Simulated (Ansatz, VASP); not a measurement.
Two plane-wave programs on Li

```xyz
5
Lattice="5.6965 0.0000 0.0000 -2.8483 4.9334 0.0000 0.0000 0.0000 3.8123" Properties=species:S:1:pos:R:3 pbc="T T T"
Li    0.0000    3.2889    1.9061
Li    2.8483    1.6445    1.9061
Li   -2.0345    3.5239    0.0000
Li    0.8137    1.4094    0.0000
Li    4.0691    0.0000    0.0000
```

Alike in both runs: task relaxation of cell and atoms; functional PBE; k mesh 9 × 9 × 10; occupations gaussian, width 0.1 eV; no spin polarisation.

```csv
,VASP,Ansatz
version,VASP 6.6.1,Ansatz 0.2.0
potentials or method,"VASP PAW PBE potentials, release 64 (Li_sv)","scalar-relativistic, plane waves, PAW"
plane-wave cutoff (eV),600,420
valence electrons in the cell,15,15
```

VASP gave:

```
gap on the k mesh at the Fermi level, each at its own relaxed structure (eV) : none
relaxed volume (Å³/atom)                                                     : 20.54
relaxed cell length with the largest relative difference (Å)                 : 3.339
energy change over the relaxation (meV/atom)                                 : -6
```

Estimate Ansatz's values.

gap on the k mesh at the Fermi level, each at its own relaxed structure (eV): none; relaxed volume (Å³/atom): 20.71; relaxed cell length with the largest relative difference (Å): 3.354; energy change over the relaxation (meV/atom): -5.

A gap of «none» marks a metal or a gap that the smearing closes.

Caveats: the cutoff is under 1.25 times the usual one of these potentials, so pressure, stress and relaxed cells hold a basis-set (Pulay) error (VASP).
